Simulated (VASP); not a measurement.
# Ba (P6/mmm) in VASP: single point with PBE

Aim: the single point of Ba with PBE.

All numbers are computed with VASP 6.6.1; they aren't measurements. Logs are shortened: lines on timing, memory, paths and dates and some standing lists are left out, and cuts for length are marked.

## Step 1: Starting point

Symmetry: P6/mmm, No. 191, hexagonal system. The conventional cell has a = 6.996 Å, b = 6.996 Å, c = 3.909 Å, α = 90.00°, β = 90.00°, γ = 120.00°. Ba (site symmetry -6m2) has 5 Ba at 3.91 to 4.04 Å as nearest neighbours.

This isn't the form of Ba at room conditions, which is bcc.

## Step 2: Single point, PBE

Input file INCAR:

```
SYSTEM = Ba
PREC = Accurate
ENCUT = 520
EDIFF = 1E-7
ISMEAR = 0
SIGMA = 0.1
LREAL = .False.
LASPH = .True.
NELM = 100
ALGO = Fast
ISIF = 2
LWAVE = .False.
LCHARG = .False.
GGA = PE
NBANDS = 17
```

Input file KPOINTS:

```
regular mesh
0
Gamma
  3 3 6
  0 0 0
```

Input file POSCAR:

```
Ba
1.0
    6.9960670735      0.0000000000      0.0000000000
   -3.4980335368      6.0587718122      0.0000000000
    0.0000000000      0.0000000000      3.9093935500
Ba
2
Direct
    0.3333333300      0.6666666700      0.5000000000
    0.6666666700      0.3333333300      0.5000000000
```

Potentials or basis: VASP PAW PBE potentials, release 64 (Ba_sv).

Started as:

```sh
$ cat potpaw_PBE.64/Ba_sv/POTCAR > POTCAR
$ mpirun -np 1 vasp_std > vasp.out
```

OUTCAR:

```text
SYSTEM = Ba
   PREC = Accurate
   ENCUT = 520
   EDIFF = 1E-7
   ISMEAR = 0
   LREAL = .False.
   LASPH = .True.
   NELM = 100
   ISIF = 2
   GGA = PE

 ion  position               nearest neighbor table
   1  0.333  0.667  0.500-   2 4.04   2 4.04   2 4.04
   2  0.667  0.333  0.500-   1 4.04   1 4.04   1 4.04

  LATTYP: Found a hexagonal cell.
 ALAT       =     6.9960670735
 C/A-ratio  =     0.5587987521

  Lattice vectors:

 A1 = (   6.9960670735,   0.0000000000,   0.0000000000)
 A2 = (  -3.4980335368,   6.0587718122,   0.0000000000)
 A3 = (   0.0000000000,   0.0000000000,   3.9093935500)

Analysis of symmetry for initial positions (statically):
=====================================================================
 Subroutine PRICEL returns:
 Original cell was already a primitive cell.

 Routine SETGRP: Setting up the symmetry group for a
 hexagonal supercell.

 Subroutine GETGRP returns: Found 24 space group operations
 (whereof 24 operations were pure point group operations)
 out of a pool of 24 trial point group operations.

The static configuration has the point symmetry D_6h.

Analysis of symmetry for dynamics (positions and initial velocities):
=====================================================================
 Subroutine PRICEL returns:
 Original cell was already a primitive cell.

 Routine SETGRP: Setting up the symmetry group for a
 hexagonal supercell.

 Subroutine GETGRP returns: Found 24 space group operations
 (whereof 24 operations were pure point group operations)
 out of a pool of 24 trial point group operations.

The dynamic configuration has the point symmetry D_6h.

 Subroutine INISYM returns: Found 24 space group operations
 (whereof 24 operations are pure point group operations),
 and found     1 'primitive' translations

----------------------------------------------------------------------------------------

                                     Primitive cell

  volume of cell :     165.7097

  direct lattice vectors                    reciprocal lattice vectors
     6.996067073  0.000000000  0.000000000     0.142937452  0.082524976  0.000000000
    -3.498033537  6.058771812  0.000000000     0.000000000  0.165049953  0.000000000
     0.000000000  0.000000000  3.909393550     0.000000000  0.000000000  0.255794150

  length of vectors
     6.996067073  6.996067073  3.909393550     0.165049953  0.165049953  0.255794150

  position of ions in fractional coordinates (direct lattice)
     0.333333330  0.666666670  0.500000000
     0.666666670  0.333333330  0.500000000

  ion indices of the primitive-cell ions
   primitive index   ion index
                 1           1
                 2           2

----------------------------------------------------------------------------------------

 KPOINTS: regular mesh

Automatic generation of k-mesh.
 Grid dimensions read from file:
 generate k-points for:    3    3    6

 Generating k-lattice:

  Cartesian coordinates                     Fractional coordinates (reciprocal lattice)
     0.047645817  0.027508325  0.000000000     0.333333333  0.000000000  0.000000000
     0.000000000  0.055016651  0.000000000     0.000000000  0.333333333  0.000000000
     0.000000000  0.000000000  0.042632358     0.000000000  0.000000000  0.166666667

  Length of vectors
     0.055016651  0.055016651  0.042632358

  Shift w.r.t. Gamma in fractional coordinates (k-lattice)
     0.000000000  0.000000000  0.000000000

 Subroutine IBZKPT returns following result:
 ===========================================

 Found     12 irreducible k-points:

 Following reciprocal coordinates:
            Coordinates               Weight
  0.000000  0.000000  0.000000      1.000000
  0.333333 -0.000000  0.000000      6.000000
  0.333333  0.333333  0.000000      2.000000
  0.000000  0.000000  0.166667      2.000000
  0.333333 -0.000000  0.166667     12.000000
  0.333333  0.333333  0.166667      4.000000
  0.000000  0.000000  0.333333      2.000000
  0.333333 -0.000000  0.333333     12.000000
  0.333333  0.333333  0.333333      4.000000
  0.000000  0.000000  0.500000      1.000000
  0.333333 -0.000000  0.500000      6.000000
  0.333333  0.333333  0.500000      2.000000
   k-points           NKPTS =     12   k-points in BZ     NKDIM =     12   number of bands    NBANDS=     17
   number of dos      NEDOS =    301   number of ions     NIONS =      2
   total plane-waves  NPLWV =  87480
   dimension x,y,z NGX =    54 NGY =   54 NGZ =   30
   dimension x,y,z NGXF=   108 NGYF=  108 NGZF=   60
   ions per type =               2
   NGX,Y,Z   is equivalent  to a cutoff of  12.83, 12.83, 12.76 a.u.
   NGXF,Y,Z  is equivalent  to a cutoff of  25.66, 25.66, 25.51 a.u.
 SYSTEM =  Ba
   PREC   = accura    normal or accurate (medium, high low for compatibility)
   ISTART =      0    job   : 0-new  1-cont  2-samecut
   ICHARG =      2    charge: 1-file 2-atom 10-const
   ISPIN  =      1    spin polarized calculation?
   LNONCOLLINEAR =      F non collinear calculations
   LSORBIT =      F    spin-orbit coupling
   LASPH  =      T    aspherical Exc in radial PAW
   ENCUT  =  520.0 eV  38.22 Ry    6.18 a.u.  13.01 13.01  7.27*2*pi/ulx,y,z
   NELM   =    100;   NELMIN=  2; NELMDL= -5     # of ELM steps
   EDIFF  = 0.1E-06   stopping-criterion for ELM
   LREAL  =      F    real-space projection
   EDIFFG = 0.1E-05   stopping-criterion for IOM
   NSW    =      0    number of steps for IOM
   IBRION =     -1    ionic relax: 0-MD 1-quasi-New 2-CG
   NFREE  =      0    steps in history (QN), initial steepest desc. (CG)
   ISIF   =      2    stress and relaxation
   ISYM   =      2    0-nonsym 1-usesym 2-fastsym
   POTIM  = 0.5000    time-step for ionic-motion
   TEBEG  =    0.0;   TEEND  =   0.0 temperature during run
   PSTRESS=    0.0 pullay stress
   NELECT =      20.0000    total number of electrons
   NUPDOWN=      -1.0000    fix difference up-down
   EMIN   =  10.00;   EMAX   =-10.00  energy-range for DOS
   EFERMI =   0.00;   METHOD = LEGACY
   ISMEAR =     0;   SIGMA  =   0.10  broadening in eV -4-tet -1-fermi 0-gaus
   EFERMI_NEDOS =   21; number of points for ismear=-14 and -15
   IALGO  =     68    algorithm
   IMIX   =      4    mixing-type and parameters
     AMIX     =   0.40;   BMIX     =  1.00
     AMIX_MAG =   1.60;   BMIX_MAG =  1.00
  volume/ion in A,a.u.               =      82.85       559.13
  Fermi-wavevector in a.u.,A,eV,Ry     =   0.809038  1.528860  8.905588  0.654542
  Thomas-Fermi vector in A             =   1.917955
   LORBIT       =      0    0 simple, 1 ext, 2 COOP (PROOUT), +10 PAW based schemes
   GGA     = PE    functional components
   LHFCALC =     F    Hartree Fock is set to
   AEXX    =    0.0000 exact exchange contribution
   IVDW    =     0    specifies the selected vdW correction
   LEPSILON=     F    determine dielectric tensor
   LRPA    =     F    only Hartree local field effects (RPA)
 non-spin polarized calculation
 RMM-DIIS sequential band-by-band and
 Gauss-broadening in eV      SIGMA  =   0.10
  energy-cutoff  :      520.00
  volume of cell :      165.71
 maximum number of plane-waves:      4485
 NGX is ok and might be reduce to    54
   NGX = 25   NGY = 25   NGZ = 15

 number of electron      20.0000003 magnetization

 Free energy of the ion-electron system (eV)
  ---------------------------------------------------
  ext. energy  EPLUGINS =         0.00000000
  ---------------------------------------------------
  free energy    TOTEN  =        -2.30602784 eV

  energy without entropy =       -2.25672966  energy(sigma->0) =       -2.28137875

 E-fermi :   0.5891     XC(G=0):  -6.3842

 val. band max:        0.5888930297   @ k =   0.3333   0.3333   0.3333
 cond. band min:       0.6245508689   @ k =   0.3333  -0.0000   0.1667
 fundamental gap:      0.0356578392
 Fermi energy:         0.5890627112

 k-point     1 :       0.0000    0.0000    0.0000
  band No.  band energies     occupation
      1     -28.7142      2.00000
      2     -28.6457      2.00000
      3     -14.1038      2.00000
      4     -14.1038      2.00000
      5     -13.7162      2.00000
      6     -13.7162      2.00000
[... 9 lines left out ...]
     16       3.7693      0.00000
     17       3.7707      0.00000

 k-point     2 :       0.3333   -0.0000    0.0000
  band No.  band energies     occupation
      1     -28.6999      2.00000
      2     -28.6603      2.00000
      3     -14.1278      2.00000
      4     -14.0410      2.00000
      5     -13.7835      2.00000
      6     -13.6891      2.00000
[... 9 lines left out ...]
     16       3.6675      0.00000
     17       3.6809      0.00000

 k-point     3 :       0.3333    0.3333    0.0000
  band No.  band energies     occupation
      1     -28.6802      2.00000
      2     -28.6802      2.00000
      3     -14.1516      2.00000
      4     -13.9135      2.00000
      5     -13.9135      2.00000
      6     -13.6634      2.00000
[... 9 lines left out ...]
     16       2.3645      0.00000
     17       3.5600      0.00000

 k-point     4 :       0.0000    0.0000    0.1667
  band No.  band energies     occupation
      1     -28.6982      2.00000
      2     -28.6302      2.00000
      3     -14.0792      2.00000
      4     -14.0792      2.00000
      5     -13.6966      2.00000
      6     -13.6966      2.00000
[... 9 lines left out ...]
     16       2.8136      0.00000
     17       2.8136      0.00000
[... 103 lines left out ...]
      1     -28.6493      2.00000
      2     -28.5830      2.00000
      3     -14.2081      2.00000
      4     -14.0833      2.00000
      5     -14.0038      2.00000
      6     -14.0038      2.00000
[... 9 lines left out ...]
     16       2.5845      0.00000
     17       2.6109      0.00000

 k-point    11 :       0.3333   -0.0000    0.5000
  band No.  band energies     occupation
      1     -28.6354      2.00000
      2     -28.5972      2.00000
      3     -14.1820      2.00000
      4     -14.1100      2.00000
      5     -14.0257      2.00000
      6     -13.9433      2.00000
[... 9 lines left out ...]
     16       2.7890      0.00000
     17       3.4627      0.00000

 k-point    12 :       0.3333    0.3333    0.5000
  band No.  band energies     occupation
      1     -28.6163      2.00000
      2     -28.6163      2.00000
      3     -14.1462      2.00000
      4     -14.1462      2.00000
      5     -14.0473      2.00000
      6     -13.8233      2.00000
[... 9 lines left out ...]
     16       3.5823      0.00000
     17       3.7611      0.00000

------------------------ aborting loop because EDIFF is reached ----------------------------------------

  FORCE on cell =-STRESS in cart. coord.  units (eV):
  Direction    XX          YY          ZZ          XY          YZ          ZX
  --------------------------------------------------------------------------------------
  -------------------------------------------------------------------------------------
  Total        0.3608780      0.3608780      0.0618806     -0.0000000     -0.0000000      0.0000000
  in kB        3.4891778      3.4891778      0.5982974     -0.0000000     -0.0000000      0.0000000
  external PRESSURE =       2.5255510 kB  Pullay stress =       0.0000000 kB

 VOLUME and BASIS-vectors are now :
 -----------------------------------------------------------------------------
  energy-cutoff  :      520.00
  volume of cell :      165.71
      direct lattice vectors                 reciprocal lattice vectors
     6.996067073  0.000000000  0.000000000     0.142937452  0.082524976  0.000000000
    -3.498033537  6.058771812  0.000000000     0.000000000  0.165049953  0.000000000
     0.000000000  0.000000000  3.909393550     0.000000000  0.000000000  0.255794150

 POSITION                                       TOTAL-FORCE (eV/Angst)
 -----------------------------------------------------------------------------------
     -0.00000      4.03918      1.95470         0.000000      0.000000     -0.000000
      3.49803      2.01959      1.95470        -0.000000     -0.000000      0.000000
 -----------------------------------------------------------------------------------
    total drift:                               -0.000000      0.000000      0.000000

  FREE ENERGIE OF THE ION-ELECTRON SYSTEM (eV)
  ---------------------------------------------------
  free  energy   TOTEN  =        -2.3060278449 eV

  energy  without entropy=       -2.2567296590  energy(sigma->0) =       -2.28137875
```

Wall time 56 s (1 thread of Intel Xeon Platinum 8375C at 2.90GHz (Ice Lake), shared host); peak memory 0.27 GiB.

What came out:

| Property | Result |
| --- | --- |
| Free energy | -2.3060 eV |
| Pressure | 0.3 GPa |
| Band gap on the k mesh | none (metal or under the smearing width) |

Levels at points of the mesh, in eV from the Fermi level:
| k point | band 6 | band 7 | band 8 | band 9 | band 10 | band 11 | band 12 | band 13 | band 14 | band 15 |
| --- | --- | --- | --- | --- | --- | --- | --- | --- | --- | --- |
| (0.00, 0.00, 0.00) | -14.31 | -14.04 | -13.96 | -2.23 | 0.14 | 0.32 | 0.73 | 0.73 | 0.99 | 0.99 |
| (0.00, 0.00, 0.50) | -14.59 | -14.23 | -14.23 | -0.21 | -0.21 | -0.14 | 1.05 | 1.39 | 1.39 | 1.92 |

The run has no spin-orbit coupling, so splittings on Ba are missing.
